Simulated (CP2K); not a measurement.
Runs of CP2K 2026.2 on TePb. It takes space group Pm-3m (No. 221, cubic). The conventional cell has a = 4.002 Å, b = 4.002 Å, c = 4.002 Å, α = 90.00°, β = 90.00°, γ = 90.00°. Pb (site symmetry m-3m) is surrounded by 8 Te at 3.47 Å. Te (site symmetry m-3m) has 8 Pb at 3.47 Å as nearest neighbours. Measurements of this composition are mostly on another form, of space group No. 225.

| level | potentials or basis | smearing | EPS_DEFAULT | NGRIDS | points a segment of the path (NPOINTS) | bands added on the path | CUTOFF of the grids | gap on the mesh (eV) | pressure (GPa) |
| --- | --- | --- | --- | --- | --- | --- | --- | --- | --- |
| PBEsol | POTENTIAL_UZH Pb GTH-PBE-q4, Te GTH-PBE-q6; TZVP-MOLOPT-PBE-GTH basis | fermi-dirac 0.1 eV | 1.0E-10 | 4 | 8 | 4 | 450 Ry | none | -0.8 |
| LDA | GTH_POTENTIALS Pb GTH-PADE-q4, Te GTH-PADE-q6; TZVP-MOLOPT-PBE-GTH basis | fermi-dirac 0.05 eV | 1.0E-9 | 4 | 8 | 6 | 450 Ry | none | -3.9 |
| PBE | POTENTIAL_UZH Pb GTH-PBE-q4, Te GTH-PBE-q6; TZVP-MOLOPT-PBE-GTH basis | fermi-dirac 0.1 eV | 1.0E-9 | 5 | 8 | 4 | 450 Ry | none | 0.6 |
| TB-mBJ | POTENTIAL_UZH Pb GTH-PBE-q4, Te GTH-PBE-q6; TZVP-MOLOPT-PBE-GTH basis | fermi-dirac 0.01 eV | 1.0E-10 | 4 | 10 | 6 | 675 Ry | none | - |
| r2SCAN | POTENTIAL_UZH Pb GTH-SCAN-q4, Te GTH-SCAN-q6; TZVP-MOLOPT-SCAN-GTH basis | fermi-dirac 0.1 eV | 1.0E-9 | 5 | 8 | 4 | 675 Ry | none | (a) |

Alike in all rows: task band structure; no spin polarisation; cell as given; k mesh 7 × 7 × 7.

**Question.** Fill in the values left out.

**Answer.** (a) -1.0.

Caveats: spin-orbit coupling is left out, which moves the levels of the heavy elements; the basis of atomic orbitals isn't converged, which shifts pressures, moduli and gaps; the potentials were made for another functional, which shifts forces and pressure (some runs); this is a model potential without an energy functional, so only levels have meaning (some runs).

A k mesh can miss the band edges, and the runs leave out spin-orbit coupling on Pb, Te.

A gap of «none» marks a metal or a gap under the smearing width.
